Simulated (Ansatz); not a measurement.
Crystal: Bi2Te2Se.

```
CELL_PARAMETERS angstrom
2.16097 1.24764 10.58557
-2.16097 1.24764 10.58557
0.00000 -2.49527 10.58557
ATOMIC_POSITIONS crystal
Bi 0.39172 0.39172 0.39172
Bi 0.60828 0.60828 0.60828
Te 0.78040 0.78040 0.78040
Te 0.21960 0.21960 0.21960
Se 0.00000 0.00000 0.00000
```

The cell is a database's computed one.

```yaml
Program: Ansatz 0.2.0
Task: relaxation of cell and atoms
Functional: LDA
Potentials_or_basis: Ansatz PAW
Cutoff: "420 eV (not typed: the program's choice for these potentials)"
k_mesh: 7 × 7 × 7
Occupations: fermi-dirac, width 0.05 eV
Spin: no spin polarisation
```

At the start: volume 34.25 Å³/atom.

Task: Where does the relaxation end?

Result: It ends after 8 steps and the volume is 30.77 Å³/atom (-10.2 %); space group R-3m (No. 166, to 0.05 Å).

The path:
```csv
step,energy change (eV),largest force (eV/Å),volume (Å³)
1,0.0000,0.1376,171.24
2,-0.1093,0.1340,151.48
3,-0.1469,0.0637,155.06
4,-0.1565,0.0381,152.96
5,-0.1574,0.0176,154.14
6,-0.1574,0.0385,153.90
7,-0.1577,0.0009,153.84
8,-0.1548,0.0007,153.84
```

Final structure:
```cif
data_structure
_symmetry_space_group_name_H-M 'P 1'
_symmetry_Int_Tables_number 1
_cell_length_a 10.0805
_cell_length_b 10.0805
_cell_length_c 10.0805
_cell_angle_alpha 24.413
_cell_angle_beta 24.413
_cell_angle_gamma 24.413
_cell_volume 153.84
loop_
_atom_site_label
_atom_site_type_symbol
_atom_site_fract_x
_atom_site_fract_y
_atom_site_fract_z
_atom_site_occupancy
Bi1 Bi 0.39489 0.39489 0.39489 1
Bi2 Bi 0.60511 0.60511 0.60511 1
Te1 Te 0.78813 0.78813 0.78813 1
Te2 Te 0.21187 0.21187 0.21187 1
Se1 Se 0.00000 0.00000 0.00000 1
```

Caveat: the plane-wave basis is chosen anew once the cell has moved, so the energies of steps on either side of that aren't comparable; the PAW data sets come from PBE, with cores solved anew for the run's functional, which leaves a small shift of forces and pressure.
